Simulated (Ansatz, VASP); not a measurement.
# BAs in VASP and in Ansatz

```
B As
1.0
     0.00000    2.35554    2.35554
     2.35554    0.00000    2.35554
     2.35554    2.35554    0.00000
B As
1 1
Cartesian
  0.0000 0.0000 0.0000
  1.1778 1.1778 1.1778
```

Alike in both runs: task single point; functional PBE; k mesh 8 × 8 × 8; no spin polarisation.

|  | VASP | Ansatz |
| --- | --- | --- |
| version | VASP 6.6.1 | Ansatz 0.2.0 |
| potentials or method | VASP PAW PBE potentials, release 64 (B, As) | plane waves, PAW |
| plane-wave cutoff (eV) | 520 | 420 |
| occupations | gaussian, width 0.01 eV | fixed |
| valence electrons in the cell | 8 | 18 |

|  | VASP | Ansatz | Ansatz less VASP |
| --- | --- | --- | --- |
| gap on the k mesh at the Fermi level (eV) | 1.15 | 1.16 | +0.009 |
| pressure (GPa) | 10.0 | 9.2 | -0.80 |

The two sets of potentials don't hold the same shells in valence.

A k mesh can miss the band edges. Expect the measured gap to be larger: semilocal functionals such as PBE lack the derivative discontinuity.
